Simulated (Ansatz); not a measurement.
Take SrCl2 in the fluorite structure (space group Fm-3m, No. 225) as the base.

```yaml
crystal:
  lattice:
    - [0.00000, 3.45392, 3.45392]
    - [3.45392, 0.00000, 3.45392]
    - [3.45392, 3.45392, 0.00000]
  atoms:
    - { symbol: Sr, position: [0.00000, 0.00000, 0.00000] }
    - { symbol: Cl, position: [0.25000, 0.25000, 0.25000] }
    - { symbol: Cl, position: [0.75000, 0.75000, 0.75000] }
```

Cartesian axes are those of the cell as printed.

Calculations: Ansatz (a program for electronic structure) PBEsol, without spin-orbit coupling.

Now apply this change: the cell is compressed by 0.50 % along z with no lateral relaxation, atoms relaxed at fixed cell.

Task: Predict the stress tensor and what it implies for the stiffness.

Result: Stress of the strained cell less that of the base (GPa, compression positive):
```
   0.10    0.00    0.00
   0.00    0.10    0.00
   0.00    0.00    0.37
```

Then −Δσ_ii/ε with ε = -0.0050 gives relaxed-ion elastic constants: C33 ≈ 74 GPa.

Whether these cells are dynamically stable was not tested.
